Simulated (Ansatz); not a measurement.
**Random displacements in TiC**

All numbers below come from DFT PBE, scalar-relativistic, plane waves, PAW in Ansatz 0.2.0. Settings: plane waves to 420 eV, k-mesh 12×12×12 (Γ-centred), Gaussian smearing 0.15 eV. No spin polarisation. Energies are free energies at this smearing, counted from the undisturbed cell; pressure is positive in compression.

The undisturbed cell (as given, not relaxed at this level):

```xyz
8
Lattice="4.3280 0.0000 0.0000 0.0000 -4.3280 0.0000 0.0000 0.0000 -4.3280" Properties=species:S:1:pos:R:3 pbc="T T T"
Ti    0.0000   -2.1640   -2.1640
Ti    2.1640    0.0000   -2.1640
Ti    2.1640   -2.1640    0.0000
Ti    0.0000    0.0000    0.0000
C     2.1640    0.0000    0.0000
C     0.0000   -2.1640    0.0000
C     0.0000    0.0000   -2.1640
C     2.1640   -2.1640   -2.1640
```

The atoms are displaced (Å, in the unstrained cell):

| atom | ux | uy | uz |
| --- | --- | --- | --- |
| Ti1 | 0.256 | -0.039 | 0.441 |
| Ti2 | 0.115 | 0.196 | 0.288 |
| Ti3 | -0.079 | 0.005 | 0.028 |
| Ti4 | -0.070 | -0.132 | 0.032 |
| C5 | -0.048 | -0.038 | -0.015 |
| C6 | -0.286 | -0.005 | -0.380 |
| C7 | 0.110 | -0.236 | -0.020 |
| C8 | 0.003 | 0.250 | -0.374 |

Strain (Voigt, engineering shear): (-0.0324, -0.0102, 0.0272, -0.0336, 0.1224, -0.0542).

(1) What are the energy change, the stress and the forces?

## Answers

(1) ΔE = 1381.2 meV/atom; stress (xx, yy, zz, yz, xz, xy; compression positive) (45.57, 17.43, 79.28, 9.12, -31.11, 4.30) GPa.
```
atom Fx (eV/Å) Fy Fz
 Ti1       2.49  -1.07  -25.35
 Ti2      -0.06  -2.52   -4.97
 Ti3      -1.94  -0.27    0.51
 Ti4      -0.55   1.56    1.21
  C5      -0.04   0.96    1.23
  C6      -2.27  -0.30   21.78
  C7      -0.61   2.95    0.99
  C8       2.97  -1.30    4.60
```

Cost: 1 run of about 3.5 core-minutes, on Intel Xeon Platinum 8259CL (Skylake/Cascade Lake) (shared hosts).